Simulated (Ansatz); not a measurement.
# WC: symmetry broken, then relaxed

The task, for WC: disturb the structure and relax it again.

Method: DFT PBEsol, scalar-relativistic, plane waves, PAW, in Ansatz 0.2.0.

2 further runs of the same task are left out: 2 set aside as unsound or not needed.

### Step 1. The starting structure

It takes space group Fm-3m (No. 225, cubic). The conventional cell has a = 4.345 Å, b = 4.345 Å, c = 4.345 Å, α = 90.00°, β = 90.00°, γ = 90.00°. W (site symmetry m-3m) is surrounded by 6 C at 2.17 Å. C (site symmetry m-3m) has 6 W at 2.17 Å as nearest neighbours.

Structure file:

```
W C
1.0
     0.00000    2.17269    2.17269
     2.17269    0.00000    2.17269
     2.17269    2.17269    0.00000
W C
1 1
Direct
  0.00000 0.00000 0.00000
  0.50000 0.50000 0.50000
```

It goes back to an entry of the Materials Project, which need not be the stable form.

It is the result of an earlier relaxation at this level (volume 10.26 Å³/atom; gap on the mesh: none (metal)).

### Step 2. The reference cell

The reference gives a free energy of -10502.8291 eV, pressure 0.06 GPa, largest force 0.000 eV/Å and gap on the mesh none (metal). It was computed beforehand with the settings of the runs below.

### Step 3. The disturbance

Cell sheared at random, sigma 0.06, atoms nudged by 0.01 Å. Displacements in the unstrained cell, with the mean shift removed:

```csv
atom,ux (Å),uy (Å),uz (Å)
W1,0.000,-0.006,-0.003
C2,0.000,0.006,0.003
```

Strain (xx, yy, zz, yz, xz, xy; engineering shear): (0.0897, 0.0029, -0.0925, -0.0131, 0.0545, 0.1218).

### Step 4. Single point of the disturbed structure

Contents of input.yaml:

```yaml
crystal:
  lattice:
    - [0.1915247451, 2.1646537993, 1.9574129002]
    - [2.4267384216, 0.1180277505, 2.0309098948]
    - [2.4997678423, 2.3111802147, 0.0449983298]
  atoms:
    - { symbol: W, position: [-0.0019662454, 0.0008060836, -0.0006695964] }
    - { symbol: C, position: [0.5019662454, 0.4991939164, 0.5006695964] }
basis:
  ecutwfc: 420
kpoints:
  mp_grid: { grid: [14, 14, 14] }
hamiltonian:
  xc: pbesol
scf:
  occupations: { method: gaussian, width: 0.15 }
output:
  forces: true
  stress: true
  eigenvalues: true
```

Command:

```
$ ansatz run input.yaml --threads 1 --pin off --max-ram 2560MiB --backend cpu --events-out ev --progress --plain --runs-dir out
```

What it wrote, shortened:

```text
Warning: RAYON_NUM_THREADS=1 ignored (pool sized by the plan → 1); use --threads N
[...]
Pseudopotentials: kind: paw
Pseudopotential: W, paw, valence charge 14, recommended cutoff 420 eV (normal), W.paw.azcp
Pseudopotential: C, paw, valence charge 4, recommended cutoff 420 eV (normal), C.paw.azcp
Functional definition: PBEsol
[...]
Crystal: 2 atoms, lattice volume = 20.256 Å³
Basis set: ecut = 420 eV, 385 PW (Γ), exchange–correlation on 40×48×48 points (8 copies of the dense FFT grid, shifted against one another)
Bands: 13, of which v1, the nominal top of the filled ones, is band 9 counted from 1 (8 counted from 0)
Symmetry: 1 space group operations
Space group: P1 (ITA 1), of the structure as read, at distance tolerance 2.7e-5 Å
k-points: 1376 of 2744 (time reversal used)
[...]
SCF iter   1: F=—  HF=-10502.073652 eV  |F-HF|=—  |Δ(HF+E_count)|=         —  Δρ=9.78e-3  dr2=1.84e-2  ethr=1.77e-3  ⟨swp⟩=5.0  Hψ=200778  notcnv=0  defer=1012
[...]
SCF iter   6: F=-10502.069477 eV  HF=-10502.069477 eV  |F-HF|=2.02e-10  |Δ(HF+E_count)|=   9.92e-9  Δρ=3.37e-6  dr2=9.09e-10  ethr=2.99e-10  ⟨swp⟩=6.5  Hψ=101108  notcnv=0
[...]
SCF converged after 6 iterations
Free energy (F): -10502.069477 eV
[...]
E sigma→0 (E₀):  -10502.063209 eV
Entropy (-TS):   -0.012534 eV (-6.267 meV/atom)
Fermi energy:    22.370125 eV
[...]
--- Forces (eV/Å), atoms counted from 1 ---
  atom   1  W     -0.00467610     0.05252644     0.13488641
  atom   2  C      0.00467976    -0.05251496    -0.13486857
[...]
--- Stress (GPa, compression-positive) ---
      -24.071984      -1.044686      -4.480717
       -1.044687       5.356131       3.707622
       -4.480717       3.707622      96.847098
  P = ⅓ Tr σ = 26.0437 GPa (260.437 kbar)
--- Band table (eV; the first three rows and the last of 1376) ---
  k-point 0: bands = ["-52.5574", "-16.7566", "-16.6049", "-16.5047", "6.4062", "18.2671", "19.9637", "20.0990", "20.8387", "21.2460", "21.6153", "22.1241", "22.2461", "31.3114", "32.6891", "43.0775", "44.1703"]
[...]
```

It took 47 s on 1 thread of Arm Neoverse V2, shared host; peak memory 0.8 GiB.

### Step 5. Relaxation of the disturbed structure

input.yaml, as its differences from that of step 4:

```diff
@@ -20 +20,6 @@
   eigenvalues: true
+relax:
+  adjacent_minimum: "off"
+  f_tol: 0.01
+  max_steps: 80
+  cell: { stress_tol: 0.1 }
```

Command:

```
$ ansatz run input.yaml --threads 1 --pin off --max-ram 2560MiB --backend cpu --events-out ev --progress --plain --runs-dir out
```

What it wrote:

```text
Warning: RAYON_NUM_THREADS=1 ignored (pool sized by the plan → 1); use --threads N
Engine: ansatz 0.2.0, aarch64-unknown-linux-gnu
[... 4 set-up lines as earlier in the session ...]
  exchange = pbesol_x
  correlation = pbesol_c
Crystal: 2 atoms, lattice volume = 20.256 Å³
Basis set: ecut = 420 eV, 385 PW (Γ), exchange–correlation on 40×48×48 points (8 copies of the dense FFT grid, shifted against one another)
Bands: 13, of which v1, the nominal top of the filled ones, is band 9 counted from 1 (8 counted from 0)
[... 2 set-up lines as earlier in the session ...]
k-points: 1376 of 2744 (time reversal used)
Non-local potential: W, projectors of the file, l = 0: 3, l = 1: 2, l = 2: 2, l = 3: 1
Non-local potential: C, projectors of the file, l = 0: 2, l = 1: 2, l = 2: 1
PAW form: soft (Blöchl's): semilocal exchange-correlation on the pseudo side does not see the compensation charge
PAW frozen core: W, regenerated for the run's functional, and the local potential with it (the file was generated under x = pbe(κ = 0.804, μ = 0.2195149727645171), c = pbe(β = 0.06672455060314922))
PAW frozen core: C, regenerated for the run's functional, and the local potential with it (the file was generated under x = pbe(κ = 0.804, μ = 0.2195149727645171), c = pbe(β = 0.06672455060314922))
PAW one-centre angular grid: W, 590 points (default); XC on 64 Gauss nodes
PAW one-centre angular grid: C, 110 points (default); XC on 64 Gauss nodes
Initial density: superposition of atomic densities (neutral atoms: chi_scale 0, normalization atom), corrected by the library's trained network
Initial wavefunctions: pseudopotential atomic-orbital guess
Functional: x = pbesol(κ = 0.804, μ = 0.12345679012345678), c = pbesol(β = 0.046)
SCF iter   1: F=—  HF=-10502.073652 eV  |F-HF|=—  |Δ(HF+E_count)|=         —  Δρ=9.78e-3  dr2=1.84e-2  ethr=1.77e-3  ⟨swp⟩=5.0  Hψ=200778  notcnv=0  defer=1012
automatic band count: the SCF goes on with 17 bands, as 13 were too few: the levels above may hold too much charge
preconditioner: auto → none  [metal: Δε(μ)=0.003 eV  Ē_g=15.187 eV  σ=0.150 eV  W_gap=0.01  n_scr=8 (ndim 8)  ℏωp=26.1 eV  f_vac=0.000  D(μ)=1.11/eV (n_scr^D=12)  sad-step TF]
SCF iter   2: F=—  HF=-10502.071572 eV  |F-HF|=—  |Δ(HF+E_count)|=   2.08e-3  Δρ=6.55e-3  dr2=9.42e-3  ethr=1.02e-4  ⟨swp⟩=1.0  Hψ=34400  notcnv=0  defer=1024
SCF iter   3: F=—  HF=-10502.069518 eV  |F-HF|=—  |Δ(HF+E_count)|=   2.05e-3  Δρ=8.62e-4  dr2=1.24e-4  ethr=5.23e-5  ⟨swp⟩=1.6  Hψ=22503  notcnv=0  defer=1024
SCF iter   4: F=—  HF=-10502.069477 eV  |F-HF|=—  |Δ(HF+E_count)|=   4.16e-5  Δρ=1.97e-4  dr2=4.56e-6  ethr=6.88e-7  ⟨swp⟩=2.5  Hψ=29109  notcnv=0  defer=1024
SCF iter   5: F=—  HF=-10502.069477 eV  |F-HF|=—  |Δ(HF+E_count)|=   9.50e-8  Δρ=2.11e-5  dr2=5.38e-8  ethr=2.53e-8  ⟨swp⟩=2.5  Hψ=28174  notcnv=0  defer=1024
SCF iter   6: F=-10502.069477 eV  HF=-10502.069477 eV  |F-HF|=2.02e-10  |Δ(HF+E_count)|=   9.92e-9  Δρ=3.37e-6  dr2=9.07e-10  ethr=2.99e-10  ⟨swp⟩=6.5  Hψ=101085  notcnv=0
SCF 1 converged in 6 iterations: F = -10502.069477 eV  dr2 = 9.07e-10
relax step   1: F+E_penalty+E_count = -10502.06947653 eV  Δ(F+E_penalty+E_count) = +0.000e0 eV  max|allowed force component| = 1.349e-1 eV/Å  Δτ_max = 0.0000 Å  P = +26.044 GPa  Ω = 20.256 Å³  (6 SCF iters, dr2 threshold 1.00e-7 eV, accepted)
Crystal: 2 atoms, lattice volume = 20.775 Å³
Basis set: ecut = 420 eV, 395 PW (Γ), exchange–correlation on 40×48×48 points (8 copies of the dense FFT grid, shifted against one another)
Bands: 17, of which v1, the nominal top of the filled ones, is band 9 counted from 1 (8 counted from 0)
Initial density: handed on by an earlier stage of this run
Initial wavefunctions: those handed on with the density
iter 1 solved again at ethr=2.42e-4 eV; its pass at ethr=3.10e-3 eV (dr2=4.36e-2 eV) is discarded
SCF iter   1: F=—  HF=-10502.552348 eV  |F-HF|=—  |Δ(HF+E_count)|=         —  Δρ=1.65e-2  dr2=4.45e-2  ethr=2.42e-4  ⟨swp⟩=1.1  Hψ=144613  notcnv=0
preconditioner: auto → none  [metal: Δε(μ)=0.001 eV  Ē_g=14.766 eV  σ=0.150 eV  W_gap=0.00  n_scr=8 (ndim 8)  ℏωp=25.8 eV  f_vac=0.000  D(μ)=1.09/eV (n_scr^D=14)]
SCF iter   2: F=—  HF=-10502.538579 eV  |F-HF|=—  |Δ(HF+E_count)|=   1.38e-2  Δρ=5.99e-3  dr2=5.52e-3  ethr=2.42e-4  ⟨swp⟩=1.0  Hψ=23392  notcnv=0
SCF iter   3: F=—  HF=-10502.537125 eV  |F-HF|=—  |Δ(HF+E_count)|=   1.45e-3  Δρ=9.24e-4  dr2=1.29e-4  ethr=3.06e-5  ⟨swp⟩=1.2  Hψ=24837  notcnv=0
SCF iter   4: F=—  HF=-10502.537115 eV  |F-HF|=—  |Δ(HF+E_count)|=   1.03e-5  Δρ=9.32e-5  dr2=1.27e-6  ethr=7.18e-7  ⟨swp⟩=1.2  Hψ=24700  notcnv=0
iter 5 did not close the SCF: its close was put off for the readings that it lacked (scf_convergence_deferred on its scf_iter line)
SCF iter   5: F=-10502.537115 eV  HF=-10502.537115 eV  |F-HF|=2.93e-8  |Δ(HF+E_count)|=   7.17e-9  Δρ=1.73e-5  dr2=4.69e-8  ethr=7.05e-9  ⟨swp⟩=2.2  Hψ=29430  notcnv=0
SCF iter   6: F=-10502.537115 eV  HF=-10502.537115 eV  |F-HF|=1.10e-9  |Δ(HF+E_count)|=   1.23e-8  Δρ=3.07e-6  dr2=1.58e-9  ethr=2.61e-10  ⟨swp⟩=2.3  Hψ=76352  notcnv=0
SCF 2 converged in 6 iterations: F = -10502.537115 eV  dr2 = 1.58e-9
relax step   2: F+E_penalty+E_count = -10502.53711484 eV  Δ(F+E_penalty+E_count) = -4.676e-1 eV  max|allowed force component| = 5.674e-2 eV/Å  Δτ_max = 0.0014 Å  P = +2.776 GPa  Ω = 20.775 Å³  energy of the carried Pulay correction = -9.792e-4 eV  (6 SCF iters, dr2 threshold 2.00e-7 eV, accepted)
Crystal: 2 atoms, lattice volume = 20.396 Å³
Basis set: ecut = 420 eV, 391 PW (Γ), exchange–correlation on 40×48×48 points (8 copies of the dense FFT grid, shifted against one another)
iter 1 solved again at ethr=1.80e-4 eV; its pass at ethr=3.10e-3 eV (dr2=3.24e-2 eV) is discarded
SCF iter   1: F=—  HF=-10502.763335 eV  |F-HF|=—  |Δ(HF+E_count)|=         —  Δρ=1.59e-2  dr2=3.27e-2  ethr=1.80e-4  ⟨swp⟩=1.2  Hψ=144398  notcnv=0
preconditioner: auto → none  [metal: Δε(μ)=0.001 eV  Ē_g=14.970 eV  σ=0.150 eV  W_gap=0.00  n_scr=8 (ndim 8)  ℏωp=26.0 eV  f_vac=0.000  D(μ)=1.04/eV (n_scr^D=14)]
SCF iter   2: F=—  HF=-10502.753483 eV  |F-HF|=—  |Δ(HF+E_count)|=   9.85e-3  Δρ=6.67e-3  dr2=5.24e-3  ethr=1.80e-4  ⟨swp⟩=1.0  Hψ=23392  notcnv=0
SCF iter   3: F=—  HF=-10502.751948 eV  |F-HF|=—  |Δ(HF+E_count)|=   1.54e-3  Δρ=6.70e-4  dr2=6.06e-5  ethr=2.91e-5  ⟨swp⟩=1.1  Hψ=23924  notcnv=0
SCF iter   4: F=—  HF=-10502.751944 eV  |F-HF|=—  |Δ(HF+E_count)|=   4.16e-6  Δρ=8.71e-5  dr2=9.89e-7  ethr=3.37e-7  ⟨swp⟩=2.1  Hψ=28845  notcnv=0
iter 5 did not close the SCF: its close was put off for the readings that it lacked (scf_convergence_deferred on its scf_iter line)
SCF iter   5: F=-10502.751943 eV  HF=-10502.751943 eV  |F-HF|=3.78e-8  |Δ(HF+E_count)|=   1.16e-7  Δρ=1.59e-5  dr2=5.09e-8  ethr=5.50e-9  ⟨swp⟩=2.1  Hψ=31974  notcnv=0
SCF iter   6: F=-10502.751943 eV  HF=-10502.751943 eV  |F-HF|=2.78e-10  |Δ(HF+E_count)|=   1.79e-8  Δρ=2.80e-6  dr2=7.25e-10  ethr=2.83e-10  ⟨swp⟩=2.3  Hψ=73050  notcnv=0
SCF 3 converged in 6 iterations: F = -10502.751943 eV  dr2 = 7.25e-10
relax step   3: F+E_penalty+E_count = -10502.75194339 eV  Δ(F+E_penalty+E_count) = -2.148e-1 eV  max|allowed force component| = 3.817e-2 eV/Å  Δτ_max = 0.0020 Å  P = +3.299 GPa  Ω = 20.396 Å³  energy of the carried Pulay correction = -2.659e-4 eV  (6 SCF iters, dr2 threshold 2.00e-7 eV, accepted)
[... 12 lines left out ...]
relax step   4: F+E_penalty+E_count = -10502.81662444 eV  Δ(F+E_penalty+E_count) = -6.468e-2 eV  max|allowed force component| = 2.250e-3 eV/Å  Δτ_max = 0.0028 Å  P = +2.431 GPa  Ω = 20.376 Å³  energy of the carried Pulay correction = -2.285e-4 eV  (6 SCF iters, dr2 threshold 2.00e-7 eV, accepted)
[... 13 lines left out ...]
relax step   5: F+E_penalty+E_count = -10502.82248680 eV  Δ(F+E_penalty+E_count) = -5.862e-3 eV  max|allowed force component| = 2.883e-4 eV/Å  Δτ_max = 0.0002 Å  P = +0.110 GPa  Ω = 20.493 Å³  energy of the carried Pulay correction = -4.499e-4 eV  (6 SCF iters, dr2 threshold 2.00e-7 eV, accepted)
[... 13 lines left out ...]
relax step   6: F+E_penalty+E_count = -10502.82249809 eV  Δ(F+E_penalty+E_count) = -1.129e-5 eV  max|allowed force component| = 2.061e-4 eV/Å  Δτ_max = 0.0000 Å  P = -0.003 GPa  Ω = 20.499 Å³  energy of the carried Pulay correction = -4.614e-4 eV  (6 SCF iters, dr2 threshold 2.00e-7 eV, accepted)
[... 12 lines left out ...]
relax step   7: F+E_penalty+E_count = -10502.82901208 eV  Δ(F+E_penalty+E_count) = -6.514e-3 eV  max|allowed force component| = 2.060e-4 eV/Å  Δτ_max = 0.0000 Å  P = +0.323 GPa  Ω = 20.499 Å³  stress off target by 8.40e-1 GPa  SCF on the basis re-selected at this cell (its energy is not comparable with the rows above)  (6 SCF iters)
[... 14 lines left out ...]
relax step   8: F+E_penalty+E_count = -10502.82906782 eV  Δ(F+E_penalty+E_count) = -5.573e-5 eV  max|allowed force component| = 1.608e-4 eV/Å  Δτ_max = 0.0000 Å  P = -0.009 GPa  Ω = 20.516 Å³  energy of the carried Pulay correction = -3.600e-5 eV  (6 SCF iters, dr2 threshold 2.00e-7 eV, accepted)
iter 1 solved again at ethr=1.97e-8 eV; its pass at ethr=3.10e-3 eV (dr2=3.55e-6 eV) is discarded
SCF iter   1: F=—  HF=-10502.829111 eV  |F-HF|=—  |Δ(HF+E_count)|=         —  Δρ=9.84e-6  dr2=2.41e-9  ethr=1.97e-8  ⟨swp⟩=3.1  Hψ=169884  notcnv=0
preconditioner: auto → none  [metal: Δε(μ)=0.057 eV  Ē_g=14.877 eV  σ=0.150 eV  W_gap=0.21  n_scr=8 (ndim 8)  ℏωp=25.9 eV  f_vac=0.000  D(μ)=1.15/eV (n_scr^D=14)]
SCF iter   2: F=—  HF=-10502.829111 eV  |F-HF|=—  |Δ(HF+E_count)|=   1.60e-7  Δρ=4.89e-6  dr2=6.16e-10  ethr=1.34e-11  ⟨swp⟩=2.5  Hψ=35714  notcnv=0
iter 3 did not close the SCF: its close was put off for the readings that it lacked (scf_convergence_deferred on its scf_iter line)
SCF iter   3: F=-10502.829111 eV  HF=-10502.829111 eV  |F-HF|=7.28e-12  |Δ(HF+E_count)|=  9.62e-10  Δρ=2.75e-7  dr2=1.30e-11  ethr=3.42e-12  ⟨swp⟩=2.5  Hψ=30289  notcnv=0
iter 4 did not close the SCF: its close was put off for the readings that it lacked (scf_convergence_deferred on its scf_iter line)
SCF iter   4: F=-10502.829111 eV  HF=-10502.829111 eV  |F-HF|=3.64e-12  |Δ(HF+E_count)|=  7.28e-12  Δρ=1.03e-7  dr2=1.49e-12  ethr=1.00e-12  ⟨swp⟩=1.0  Hψ=23392  notcnv=0
iter 5 did not close the SCF: its close was put off for the readings that it lacked (scf_convergence_deferred on its scf_iter line)
SCF iter   5: F=-10502.829111 eV  HF=-10502.829111 eV  |F-HF|=1.82e-12  |Δ(HF+E_count)|=  1.82e-12  Δρ=9.83e-9  dr2=2.10e-14  ethr=1.00e-12  ⟨swp⟩=1.0  Hψ=23392  notcnv=0
iter 6 did not close the SCF: its close was put off for the readings that it lacked (scf_convergence_deferred on its scf_iter line)
SCF iter   6: F=-10502.829111 eV  HF=-10502.829111 eV  |F-HF|=3.64e-12  |Δ(HF+E_count)|=  1.82e-12  Δρ=1.19e-9  dr2=1.11e-16  ethr=1.00e-12  ⟨swp⟩=1.0  Hψ=23392  notcnv=0
SCF iter   7: F=-10502.829111 eV  HF=-10502.829111 eV  |F-HF|=5.46e-12  |Δ(HF+E_count)|=  1.09e-11  Δρ=2.99e-10  dr2=1.62e-17  ethr=1.00e-12  ⟨swp⟩=1.0  Hψ=52347  notcnv=0
SCF 9 converged in 7 iterations: F = -10502.829111 eV  dr2 = 1.62e-17
relax step   9: F+E_penalty+E_count = -10502.82911142 eV  Δ(F+E_penalty+E_count) = -4.360e-5 eV  max|allowed force component| = 1.614e-4 eV/Å  Δτ_max = 0.0000 Å  P = -0.009 GPa  Ω = 20.516 Å³  stress off target by 4.45e-2 GPa  SCF on the basis re-selected at this cell (its energy is not comparable with the rows above)  (7 SCF iters)
basis re-selected at this cell: Δ(F+E_penalty+E_count) = -4.360e-5 eV, ΔP = +0.000 GPa vs the last step (what re-selecting the basis moved, of the pressure what is left beyond the Pulay correction that the steps carried, after the strain that the cell walked since its last selection, with what the two solves' SCF thresholds leave and, on support functions, any second-order correction that the steps lacked; it is no measure of the basis error at this ecutwfc). This SCF's stress stands 4.45e-2 GPa from its target on what of the cell is left free (relax.cell.stress_tol is 1.00e-1 GPa) and its largest allowed force component is 1.61e-4 eV/Å (relax.f_tol is 1.00e-2 eV/Å): within both
SCF converged after 7 iterations
Free energy (F): -10502.829111 eV
Harris-Foulkes:  -10502.829111 eV  (|F-HF|=5.46e-12)
Internal energy: -10502.816134 eV  (E = F + TS)
E sigma→0 (E₀):  -10502.822623 eV
Entropy (-TS):   -0.012978 eV (-6.489 meV/atom)
Fermi energy:    22.270151 eV
--- Per-component energies (eV) ---
  E_band       = -53.199146
  E_kinetic    = 543.283566
  E_local      = -642.509698  (includes V_loc(G=0)·N_el)
  E_nonlocal   = 29.095113
  E_hartree    = 225.368861
  E_xc         = -314.536178
  E_vxc        = -300.075776  (∫ρ·V_xc dr)
  E_paw        = -8531.159230  (= ΣΔE_a)
  E_vpaw       = -133.730004  (= ΣTr[D̂ρ^β])
  E_aug_tail   = -0.000071  (compensation charges beyond the density's cutoff)
  E_ewald      = -1812.601391
  E_core_change = 0.242893  (= ΣΔE_core)
  E_smearing   = -0.012978  (= −TS)
  E_closure    = -0.000000  (closes the sum)
  Σ components = -10502.829111   (vs F -10502.829111, Δ=0.00e0)
--- Forces (eV/Å), atoms counted from 1 ---
  atom   1  W      0.00011557    -0.00016141     0.00010140
  atom   2  C     -0.00011557     0.00016141    -0.00010140
  max |Σ_I F_I| component: 1.41e-9 eV/Å
--- Stress (GPa, compression-positive) ---
        0.012959      -0.019080      -0.023132
       -0.019080      -0.006263       0.015189
       -0.023132       0.015189      -0.033372
  P = ⅓ Tr σ = -0.0089 GPa (-0.089 kbar)
--- Band table (eV; the first three rows and the last of 1376) ---
  k-point 0: bands = ["-53.0071", "-17.0317", "-17.0316", "-17.0312", "6.2795", "19.4212", "19.4220", "19.4265", "21.2219", "21.2223", "21.2249", "21.2915", "21.2923", "29.0686", "31.8833", "45.9266", "45.9280"]
  k-point 1: bands = ["-53.0049", "-17.0657", "-17.0353", "-17.0348", "6.4290", "18.9050", "19.2796", "19.2845", "20.1572", "20.1587", "21.4475", "22.7890", "22.7903", "29.3411", "32.2350", "44.2107", "45.0599"]
  k-point 2: bands = ["-52.9990", "-17.1602", "-17.0452", "-17.0448", "6.8636", "17.8228", "18.3659", "18.3697", "20.2386", "20.2415", "21.7879", "24.4747", "24.4758", "30.0192", "33.1724", "41.7534", "43.0977"]
  k-point 1375: bands = ["-52.9642", "-17.6870", "-17.1030", "-17.1027", "11.1162", "12.2502", "15.5153", "15.5191", "23.3849", "23.3889", "24.7266", "27.2414", "31.3907", "31.3920", "34.1780", "34.1847", "36.6205"]
--- Relaxed structure (7 steps of the walk, 7 accepted, 2 SCFs on fresh bases) ---
  F+E_penalty+E_count = -10502.82911142 eV   max|allowed force component| = 1.614e-4 eV/Å   (the final SCF, on the basis selected at the relaxed cell)
  cell:  # Å, volume = 20.5163 Å³
    - [0.0004886168752504388, 2.172623920270373, 2.1727076394130296]
    - [2.173004074118912, 6.289658068829584e-5, 2.1732098023744557]
    - [2.172967629425644, 2.173053904852224, 0.0001167866134371559]
  atoms:
    - { symbol: W, position: [2.739014626438004e-6, -5.90215849329506e-6, 2.297932213375463e-6] }
    - { symbol: C, position: [0.49999726098537356, 0.5000059021584933, 0.4999977020677865] }
```

It took 7.4 min on 1 thread of Arm Neoverse V2, shared host; peak memory 0.85 GiB.

Step by step:

| step | energy from step 1 (eV/cell) | largest force component (eV/Å) | pressure (GPa) | volume (Å³) |
| --- | --- | --- | --- | --- |
| 1 | 0.0000 | 0.1349 | 26.04 | 20.26 |
| 2 | -0.4676 | 0.0567 | 2.78 | 20.77 |
| 3 | -0.6825 | 0.0382 | 3.30 | 20.40 |
| 4 | -0.7471 | 0.0022 | 2.43 | 20.38 |
| 5 | -0.7530 | 0.0003 | 0.11 | 20.49 |
| 6 | -0.7530 | 0.0002 | 0.00 | 20.50 |
| 7 | -0.7595 | 0.0002 | 0.32 | 20.50 |
| 8 | -0.7596 | 0.0002 | -0.01 | 20.52 |
| 9 | -0.7596 | 0.0002 | -0.01 | 20.52 |

Step 1 is the start. Steps 7, 9 each repeat the geometry before them on a plane-wave basis chosen anew, so the energy can jump there without any move.

|  | before | after | change |
| --- | --- | --- | --- |
| a (Å) | 2.925 | 3.073 | +5.1 % |
| b (Å) | 3.167 | 3.073 | -2.9 % |
| c (Å) | 3.405 | 3.073 | -9.7 % |
| α (°) | 53.39 | 60.00 | +12.4 % |
| β (°) | 55.99 | 59.99 | +7.1 % |
| γ (°) | 59.54 | 59.99 | +0.8 % |
| volume (Å³/atom) | 10.13 | 10.26 | +1.3 % |
| shortest distance (Å) | 1.968 | 2.173 | +10.4 % |
| space group (0.01 Å) | P1 | Fm-3m | changed |

### Step 6. What came out

```
                                 quantity                                      value
                  cost of the disturbance                             379.8 meV/atom
end of the relaxation, from the reference                              +0.0 meV/atom
                        final space group  Fm-3m (tolerance 0.05 Å; reference Fm-3m)
                            volume change                                    +0.02 %
```

What this shows: It comes back to the reference (within 1.5 meV/atom), so the structure resists this disturbance. The runs treat W without spin-orbit coupling.
